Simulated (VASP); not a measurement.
Mg3Sb2:

```
Mg Sb
1.0
     4.58200    0.00000    0.00000
    -2.29100    3.96813    0.00000
     0.00000    0.00000    7.24400
Mg Sb
3 2
Direct
  0.33333 0.66667 0.63000
  0.66667 0.33333 0.37000
  0.00000 0.00000 0.00000
  0.33333 0.66667 0.23500
  0.66667 0.33333 0.76500
```

* Program: VASP 6.6.1
* Task: relaxation of cell and atoms
* Functional: r2SCAN
* Potentials or basis: VASP PAW PBE potentials, release 64 (Mg, Sb)
* Cutoff: 600 eV
* k mesh: 9 × 9 × 5
* Occupations: gaussian, width 0.03 eV
* Spin: no spin polarisation

At the start: pressure 0.0 GPa; volume 26.34 Å³/atom.

Task: Where does the relaxation end?

Result: Over 6 steps the energy falls by 4.3 meV/atom and the volume is 26.18 Å³/atom (-0.6 %); space group P-3m1 (No. 164, to 0.05 Å).

The path:
```csv
step,energy change (eV),largest force (eV/Å),pressure (GPa),volume (Å³)
1,0.0000,0.3559,0.02,131.71
2,-0.0138,0.1987,-0.13,131.78
3,-0.0176,0.0753,-0.24,131.84
4,-0.0204,0.0468,0.02,130.99
5,-0.0209,0.0269,0.19,130.44
6,-0.0214,0.0099,-0.03,130.92
```

Final structure:
```yaml
crystal:
  lattice:
    - [4.56736, 0.00000, 0.00000]
    - [-2.28368, 3.95545, 0.00000]
    - [0.00000, 0.00000, 7.24682]
  atoms:
    - { symbol: Mg, position: [0.33333, 0.66667, 0.63297] }
    - { symbol: Mg, position: [0.66667, 0.33333, 0.36703] }
    - { symbol: Mg, position: [0.00000, 0.00000, 0.00000] }
    - { symbol: Sb, position: [0.33333, 0.66667, 0.22824] }
    - { symbol: Sb, position: [0.66667, 0.33333, 0.77176] }
```

Caveat: the PAW data sets were made with another functional, which shifts forces and pressure a little.
